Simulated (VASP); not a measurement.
Here is a VASP 6.6.1 calculation.

The input INCAR:

```
SYSTEM = NaH
ALGO = Normal ; EDIFF = 1E-7
EDIFFG = -0.005 ; ENCUT = 600
GGA = PE ; IBRION = 2
ISIF = 3 ; ISMEAR = 0
IVDW = 12 ; LASPH = .TRUE.
LCHARG = .FALSE. ; LREAL = .FALSE.
LWAVE = .FALSE. ; NELM = 80
NSW = 90 ; PREC = Accurate
SIGMA = 0.03
```

KPOINTS

```
k-points
0
G
  10 10 10
  0 0 0
```

File POSCAR:

```
NaH                                     
1.0
   -0.0000000000      2.3585425657      2.3585425657
    2.3585425657     -0.0000000000      2.3585425657
    2.3585425657      2.3585425657      0.0000000000
  Na              H             
     1     1
Direct
     0.0000000000000000    1.0000000000000000    0.0000000000000000
     0.5000000000000000    0.5000000000000000    0.5000000000000000
```

Potentials or basis: VASP PAW PBE potentials, release 64 (Na_pv, H).

Command:

```bash
$ cat potpaw_PBE.64/Na_pv/POTCAR potpaw_PBE.64/H/POTCAR > POTCAR
$ mpirun -np 1 vasp_std > vasp.out
```

Q: Estimate the dispersion energy per atom.

A: -0.154 eV.

Q: What does it give for the band gap on the k mesh?

A: 3.90 eV, indirect (least direct gap 4.77 eV).

Final structure:
```
Na H
1.0
     0.00000    2.35854    2.35854
     2.35854    0.00000    2.35854
     2.35854    2.35854    0.00000
Na H
1 1
Direct
  0.00000 0.00000 0.00000
  0.50000 0.50000 0.50000
```

Caveat: the relaxation stopped at its first step, so nothing moved. As with any semilocal functional, this PBE gap is likely too small.
